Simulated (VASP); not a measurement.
Set up this calculation in VASP 6.6.1, as the native input.

* Task: single point
* Functional: PBE
* Potentials or basis: VASP PAW PBE potentials, release 64 (Ge_d_GW)
* Cutoff: 450 eV
* k mesh: 6 × 6 × 5
* Occupations: gaussian, width 0.02 eV
* Spin: no spin polarisation
* Further INCAR settings: ALGO = Normal; EDIFF = 1e-06

The structure of Ge lies in POSCAR:

```
Ge
1.0
    1.3971490000     -2.6005160000      0.0000000000
    1.3971490000      2.6005160000      0.0000000000
    0.0000000000      0.0000000000      2.6982310000
Ge
1
Direct
    0.5000000000      0.5000000000      0.0000000000
```

This isn't the form of Ge at room conditions, which is diamond.

These files were run (other wordings do the same):

INCAR

```
ALGO = Normal
EDIFF = 1E-6
ENCUT = 450
GGA = PE
ISIF = 2
ISMEAR = 0
LASPH = True
LCHARG = True
LELF = True
LREAL = False
LVHAR = True
LWAVE = False
NELM = 80
PREC = Accurate
SIGMA = 0.02
```

KPOINTS

```
k-points
0
Gamma
  6 6 5
```

Potentials or basis: VASP PAW PBE potentials, release 64 (Ge_d_GW).

Command:

```sh
$ cat potpaw_PBE.64/Ge_d_GW/POTCAR > POTCAR
$ mpirun -np 1 vasp_std > vasp.out
```

Results of the run:

```
Pressure               : 1.2 GPa
Band gap on the k mesh : none (metal or under the smearing width)
```

Caveat: the k mesh is coarse (spacing up to 0.47 Å⁻¹), so the values aren't converged; the cutoff is under 1.25 times the usual one of these potentials, so pressure, stress and relaxed cells hold a basis-set (Pulay) error.

Run time: 4.9 s on 1 thread of Intel(R) Xeon(R) 6975P-C (Granite Rapids), with other jobs on the host, peak memory 0.12 GiB.
